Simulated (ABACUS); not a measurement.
# ZnS (F-43m) in ABACUS: settings compared

One crystal, ZnS, is run at these levels: M06-L, rSCAN; tasks: single point, relaxation of cell and atoms.

Program: ABACUS 3.10.1. These are calculated values, not measurements. Logs are shortened: lines on timing, memory, paths and dates and some standing lists are left out, and cuts for length are marked.

**Experimental background.**

From “Electronic, vibrational, and thermodynamic properties of ZnS (zincblende and rocksalt structure)”, 2009, arxiv:0911.5022, for a bulk crystal of ZnS at 19 K: band gap 3.85 eV (direct).

The results are compared with them further down.

**1. Starting point**

The structure is cubic, space group F-43m (No. 216). The conventional cell has a = 5.404 Å, b = 5.404 Å, c = 5.404 Å, α = 90.00°, β = 90.00°, γ = 90.00°. Zn (site symmetry -43m) is surrounded by 4 S at 2.34 Å. Around S (site symmetry -43m) lie 4 Zn at 2.34 Å.

**2. Single point, M06-L**

INPUT

```
INPUT_PARAMETERS
suffix              ZnS
calculation         scf
basis_type          pw
pseudo_dir          ./
symmetry            1
dft_functional      MGGA_X_M06_L+MGGA_C_M06_L
ecutwfc             97
pseudo_rcut         10
nspin               1
nbands              23
ks_solver           dav
smearing_method     fd
smearing_sigma      0.00367493
scf_thr             1e-08
scf_nmax            100
mixing_type         broyden
mixing_beta         0.7
cal_force           1
cal_stress          1
mixing_tau          1
out_chg             1
kpar                4
```

STRU

```
ATOMIC_SPECIES
Zn 65.3800 Zn_ONCV_PBE-1.2.upf
S 32.0600 S_ONCV_PBE-1.2.upf

LATTICE_CONSTANT
1.8897261246

LATTICE_VECTORS
0.0000000000 2.7020000000 2.7020000000
2.7020000000 0.0000000000 2.7020000000
2.7020000000 2.7020000000 0.0000000000

ATOMIC_POSITIONS
Direct

Zn
0.0
1
0.7500000000 0.7500000000 0.7500000000 1 1 1

S
0.0
1
0.0000000000 0.0000000000 0.0000000000 1 1 1
```

KPT

```
K_POINTS
0
Gamma
6 6 6 0 0 0
```

Potentials or basis: SG15 ONCV 1.2 PBE, plane waves.

On the command line:

```bash
> OMP_NUM_THREADS=1 mpirun -np 4 abacus > log
```

running log:

```text
ABACUS v3.10.1

               Atomic-orbital Based Ab-initio Computation at UStc

 ------------------------------------------------------------------------------------

 READING GENERAL INFORMATION
                           global_out_dir = OUT.ZnS/
                           global_in_card = INPUT
                               pseudo_dir = ./
                              orbital_dir =
                                    DSIZE = 4
                                    GSIZE = 1

 READING UNITCELL INFORMATION
                                    ntype = 2
                  lattice constant (Bohr) = 1.88973
              lattice constant (Angstrom) = 1

 READING ATOM TYPE 1
                               atom label = Zn
                      L=0, number of zeta = 1
                      L=1, number of zeta = 1
                      L=2, number of zeta = 1
             number of atom for this type = 1

 READING ATOM TYPE 2
                               atom label = S
                      L=0, number of zeta = 1
                      L=1, number of zeta = 1
                      L=2, number of zeta = 1
             number of atom for this type = 1

                        TOTAL ATOM NUMBER = 2
DIRECT COORDINATES
    atom                   x                   y                   z     mag                  vx                  vy                  vz
taud_Zn1            0.7500000000        0.7500000000        0.7500000000  0.0000        0.0000000000        0.0000000000        0.0000000000
taud_S1            0.0000000000        0.0000000000        0.0000000000  0.0000        0.0000000000        0.0000000000        0.0000000000

                          Volume (Bohr^3) = 266.246
                             Volume (A^3) = 39.4535

 Lattice vectors: (Cartesian coordinate: in unit of a_0)
                   +0              +2.702              +2.702
               +2.702                  +0              +2.702
               +2.702              +2.702                  +0
 Reciprocal vectors: (Cartesian coordinate: in unit of 2 pi/a_0)
            -0.185048           +0.185048           +0.185048
            +0.185048           -0.185048           +0.185048
            +0.185048           +0.185048           -0.185048
 The esolver type has been set to : ksdft_pw

                PAO radial cut off (Bohr) = 10

 Read in pseudopotential file is Zn_ONCV_PBE-1.2.upf
                     pseudopotential type = NC
          exchange-correlation functional = PBE
                 nonlocal core correction = 0
                        valence electrons = 20
                                     lmax = 2
                           number of zeta = 0
                     number of projectors = 6
                           L of projector = 0
                           L of projector = 0
                           L of projector = 1
                           L of projector = 1
                           L of projector = 2
                           L of projector = 2
 XC functional updated to : MGGA_X_M06_L+MGGA_C_M06_L
          exchange-correlation functional = MGGA_X_M06_L+MGGA_C_M06_L
                PAO radial cut off (Bohr) = 10

 Read in pseudopotential file is S_ONCV_PBE-1.2.upf
                     pseudopotential type = NC
          exchange-correlation functional = PBE
                 nonlocal core correction = 0
                        valence electrons = 6
                                     lmax = 1
                           number of zeta = 0
                     number of projectors = 4
                           L of projector = 0
                           L of projector = 0
                           L of projector = 1
                           L of projector = 1
 XC functional updated to : MGGA_X_M06_L+MGGA_C_M06_L
          exchange-correlation functional = MGGA_X_M06_L+MGGA_C_M06_L
     initial pseudo atomic orbital number = 0

 SETUP THE ELECTRONS NUMBER
            electron number of element Zn = 20
      total electron number of element Zn = 20
             electron number of element S = 6
       total electron number of element S = 6
            AUTOSET number of electrons:  = 26
                           occupied bands = 13
                                   NBANDS = 23
                                   NLOCAL = 18

%%%%%%%%%%%%%%%%%%%%%%%%%%%%%%%%%%%%%%%%%%%%%%%%%%%%%%%%%%%%%%%%%%%%%%%%%%%%%%%%%%%%%%%%%%%%%%%%%%%%%%%%%%
 Warning: the number of valence electrons in pseudopotential > 12 for Zn: [Ar] 3d10 4s2
 Pseudopotentials with additional electrons can yield (more) accurate outcomes, but may be less efficient.
 If you're confident that your chosen pseudopotential is appropriate, you can safely ignore this warning.
%%%%%%%%%%%%%%%%%%%%%%%%%%%%%%%%%%%%%%%%%%%%%%%%%%%%%%%%%%%%%%%%%%%%%%%%%%%%%%%%%%%%%%%%%%%%%%%%%%%%%%%%%%

 SETUP THE PLANE WAVE BASIS
[... 54 lines left out ...]
                                       C3 = 8
                                       C4 = 0
                                       C6 = 0
                                       S1 = 6
                                       S3 = 0
                                       S4 = 6
                                       S6 = 0
                              POINT GROUP = T_d
                                       C2 = 3
                                       C3 = 8
                                       C4 = 0
                                       C6 = 0
                                       S1 = 6
                                       S3 = 0
                                       S4 = 6
                                       S6 = 0
               POINT GROUP IN SPACE GROUP = T_d

 SETUP K-POINTS
                                    nspin = 1
                   Input type of k points = Monkhorst-Pack(Gamma)
                                   nkstot = 216
                       right hand lattice = 1
(for reciprocal lattice: )
                             BRAVAIS TYPE = 2
                     BRAVAIS LATTICE NAME = 02. Cubic I (body-centered)
                                    ibrav = 2
                       right hand lattice = 1
(for k-lattice: )
                             BRAVAIS TYPE = 2
                     BRAVAIS LATTICE NAME = 02. Cubic I (body-centered)
                                    ibrav = 2
                       right hand lattice = 1
                        ROTATION MATRICES = 48
                               nkstot_ibz = 16
K-POINTS REDUCTION ACCORDING TO SYMMETRY
     IBZ    DIRECT_X    DIRECT_Y    DIRECT_Z  WEIGHT  ibz2bz
       1  0.00000000  0.00000000  0.00000000  0.0046       0
       2  0.16666667  0.16666667  0.16666667  0.0370       1
       3  0.33333333  0.33333333  0.33333333  0.0370       2
       4  0.50000000  0.50000000  0.50000000  0.0185       3
       5  0.16666667  0.16666667  0.00000000  0.0278       7
       6  0.33333333  0.33333333  0.16666667  0.1111       8
[... 8 lines left out ...]
      15  0.50000000  0.33333333 -0.33333333  0.1111      52
      16  0.50000000  0.33333333 -0.16666667  0.0556      58

                               nkstot now = 16
[... K-POINTS DIRECT COORDINATES: 16 rows ...]

           k-point number in this process = 4
       minimum distributed K point number = 4
[... stars of the k points ...]

[... K-POINTS CARTESIAN COORDINATES: 4 rows ...]

[... K-POINTS DIRECT COORDINATES: 4 rows ...]

 SETUP PLANE WAVES FOR WAVE FUNCTIONS
     energy cutoff for wavefunc (unit:Ry) = 97
              fft grid for wave functions = [ 45, 45, 45 ]
                    number of plane waves = 5029
                         number of sticks = 379

 PARALLEL PW FOR WAVE FUNCTIONS
     PROC   COLUMNS(POT)             PW
        1            379           5029
 --------------- sum -------------------
        1            379           5029

 SETUP NONLOCAL PSEUDOPOTENTIALS IN PLANE WAVE BASIS
 Zn non-local projectors:
 projector 1 L=0
 projector 2 L=0
 projector 3 L=1
 projector 4 L=1
 projector 5 L=2
 projector 6 L=2
 S non-local projectors:
 projector 1 L=0
 projector 2 L=0
 projector 3 L=1
 projector 4 L=1
      TOTAL NUMBER OF NONLOCAL PROJECTORS = 26

 Init Non-Local PseudoPotential table :
 Init Non-Local-Pseudopotential done.

                                     npwx = 4315

 -------------------------------------------
 SELF-CONSISTENT
 -------------------------------------------
                                 init_chg = atomic

 PW ALGORITHM --------------- ION=   1  ELEC=   1--------------------------------

 Notice: Threshold on eigenvalues was too large.
 hsover_error=0.26 > DRHO=0.0944824
 Origin diag ethr = 0.01
 New diag ethr = 0.000363394

 Density error is 0.0820556587614
                          Error Threshold = 0.000363393680887
----------------------------------------------------------
     Energy           Rydberg                 eV
----------------------------------------------------------
 E_KohnSham     -421.2230855460      -5731.0340925671
 E_Harris       -424.0998219916      -5770.1740998713
 E_Fermi        0.6070141952         8.2588518215
----------------------------------------------------------
[... 123 lines left out ...]
 Density error is 7.45743023582e-09
                          Error Threshold = 2.08358112466e-10
----------------------------------------------------------
     Energy           Rydberg                 eV
----------------------------------------------------------
 E_KohnSham     -421.2492993046      -5731.3907490500
 E_KS(sigma->0) -421.2492993046      -5731.3907490500
 E_Harris       -421.2499826554      -5731.4000465150
 E_band         -48.5141424461       -660.0687708511
 E_one_elec     -338.4879354019      -4605.3646257220
 E_Hartree      173.3207706851       2358.1500630687
 E_xc           -41.4868217834       -564.4571681647
 E_Ewald        -214.5953128044      -2919.7190182320
 E_entropy(-TS) -0.0000000000        -0.0000000000
 E_descf        0.0000000000         0.0000000000
 E_exx          0.0000000000         0.0000000000
 E_Fermi        0.6289614812         8.5574599662
----------------------------------------------------------

 charge density convergence is achieved
 final etot is -5731.3907491 eV
 EFERMI = 8.5574599662 eV

 STATE ENERGY(eV) AND OCCUPATIONS    NSPIN == 1
 1/4 kpoint (Cartesian) = 0.0000 0.0000 0.0000 (4285 pws)
       1       -121.156     0.00925926
       2       -74.2403     0.00925926
       3       -74.2403     0.00925926
       4       -74.2403     0.00925926
       5       -6.10209     0.00925926
       6       0.555769     0.00925926
[... 90 lines left out ...]
      22        23.9634        0.00000
      23        23.9634        0.00000

------------------------------------------------------------------------------------------
 TOTAL-FORCE (eV/Angstrom)
------------------------------------------------------------------------------------------
                       Zn1         0.0000000000         0.0000000000         0.0000000000
                        S1         0.0000000000         0.0000000000         0.0000000000
------------------------------------------------------------------------------------------

----------------------------------------------------------------
 TOTAL-STRESS (KBAR)
----------------------------------------------------------------
        14.8687647106        -0.0000000000        -0.0000000000
        -0.0000000000        14.8687647106         0.0000000000
        -0.0000000000         0.0000000000        14.8687647106
----------------------------------------------------------------
 TOTAL-PRESSURE: 14.868765 KBAR

 --------------------------------------------
 !FINAL_ETOT_IS -5731.3907490500378117 eV
 --------------------------------------------
```

Wall time 40 s (4 MPI ranks of Intel Xeon Platinum 8488C (Sapphire Rapids), shared host); peak memory 0.44 GiB.

Results:

```yaml
Free_energy: -5731.3907 eV
Pressure: 1.5 GPa
Band_gap_on_the_k_mesh: 2.54 eV, direct
```

Levels at points of the mesh, in eV from the valence-band top:
```tsv
k point	band 10	band 11	band 12	band 13	band 14	band 15	band 16	band 17
(0.00, 0.00, 0.00)	-6.31	0.00	0.00	0.00	2.54	7.11	7.11	7.11
(0.50, 0.50, 0.50)	-6.06	-5.25	-0.84	-0.84	3.80	7.55	7.55	8.68
(0.50, 0.50, 0.00)	-6.04	-4.59	-2.18	-2.18	3.55	4.40	11.28	12.79
```

Caveat: the potentials were made for another functional, which shifts forces and pressure.

**3. Single point, rSCAN**

INPUT, as its differences from that of step 2:

```diff
@@ -5,4 +5,5 @@
 pseudo_dir          ./
+latname             fcc
 symmetry            1
-dft_functional      MGGA_X_M06_L+MGGA_C_M06_L
+dft_functional      MGGA_X_RSCAN+MGGA_C_RSCAN
 ecutwfc             97
```

STRU

```
ATOMIC_SPECIES
Zn 65.3800 Zn_ONCV_PBE-1.2.upf
S 32.0600 S_ONCV_PBE-1.2.upf

LATTICE_CONSTANT
10.2120799775

ATOMIC_POSITIONS
Direct

Zn
0.0
1
0.2500000000 0.2500000000 0.2500000000 1 1 1

S
0.0
1
0.0000000000 0.0000000000 0.0000000000 1 1 1
```

KPT is that of step 2.

Potentials or basis: SG15 ONCV 1.2 PBE, plane waves.

On the command line:

```bash
> OMP_NUM_THREADS=1 mpirun -np 4 abacus > log
```

Wall time 24 s (4 MPI ranks of Intel Xeon Platinum 8488C (Sapphire Rapids), shared host); peak memory 0.44 GiB.

Results (log left out):

- Free energy: -5730.0678 eV
- Pressure: -0.3 GPa
- Band gap on the k mesh: 2.59 eV, direct

Levels at points of the mesh, in eV from the valence-band top:
| k point | band 10 | band 11 | band 12 | band 13 | band 14 | band 15 | band 16 | band 17 |
| --- | --- | --- | --- | --- | --- | --- | --- | --- |
| (0.00, 0.00, 0.00) | -6.19 | 0.00 | 0.00 | 0.00 | 2.59 | 7.01 | 7.01 | 7.01 |
| (0.50, 0.50, 0.50) | -5.98 | -5.35 | -0.87 | -0.87 | 3.82 | 7.48 | 7.48 | 9.39 |
| (0.50, 0.50, 0.00) | -5.96 | -4.63 | -2.25 | -2.25 | 3.75 | 4.54 | 11.72 | 12.87 |

Caveat: the potentials were made for another functional, which shifts forces and pressure.

(Part 1 of 2 ends here.)
